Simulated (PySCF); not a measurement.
## Isomerisation enthalpies of C2H4O2

**Experimental background.**

CRC Handbook of Chemistry and Physics lists, for the gas at 298.15 K: enthalpy of formation of `CC(=O)O` -432.2 kJ/mol; enthalpy of formation of `COC=O` (methyl formate) -357.4 kJ/mol.

The results are set against them at the end.

Differences of these values give the isomerisation enthalpies. Geometries: PBE0-D3(BJ)/def2-SVP; runs in PySCF, gas phase, with a dispersion term only where the level names one. Total electronic energies (Eh):

```json
{"SMILES": "CC(=O)O", "PBE0-D3(BJ)/def2-SVP": "-228.66932"}
{"SMILES": "COC=O", "PBE0-D3(BJ)/def2-SVP": "-228.64128"}
```

Geometry of `CC(=O)O` (Å):
```
atom  x, y, z in Å
C1    -0.921   -0.034   -0.272
C2     0.467    0.297    0.187
O3     0.846    1.377    0.553
O4     1.272   -0.778    0.164
H5    -1.416   -0.653    0.492
H6    -1.490    0.891   -0.416
H7    -0.891   -0.622   -1.200
H8     2.133   -0.478    0.493
```

Geometry of `COC=O` (Å):
```
atom  x, y, z in Å
C1    -1.011    0.123    0.157
O2     0.288   -0.013    0.715
C3     1.315   -0.155   -0.120
O4     1.262   -0.182   -1.316
H5    -1.640   -0.691    0.543
H6    -0.965    0.079   -0.939
H7    -1.428    1.086    0.481
H8     2.247   -0.247    0.475
```

Zero-point and thermal terms are left out, so the computed numbers are electronic energies.

**Comparison with experiment**

Relative to `CC(=O)O`, the lowest by measurement, in kJ/mol (measured: enthalpies at 298.15 K; computed: electronic energies):

```
 SMILES  measured  PBE0-D3(BJ)/def2-SVP
CC(=O)O       0.0                   0.0
  COC=O      74.8                  73.6
```

Measured values: -432.2 kJ/mol (298.15 K; CRC Handbook of Chemistry and Physics) for the first row; the others come from the same table. Unsigned miss: PBE0-D3(BJ)/def2-SVP 1.2 kJ/mol. One conformer stands for `CC(=O)O` and `COC=O`, not necessarily the lowest, while the measurement averages over conformers. Where a level misses, the cause wasn't examined.
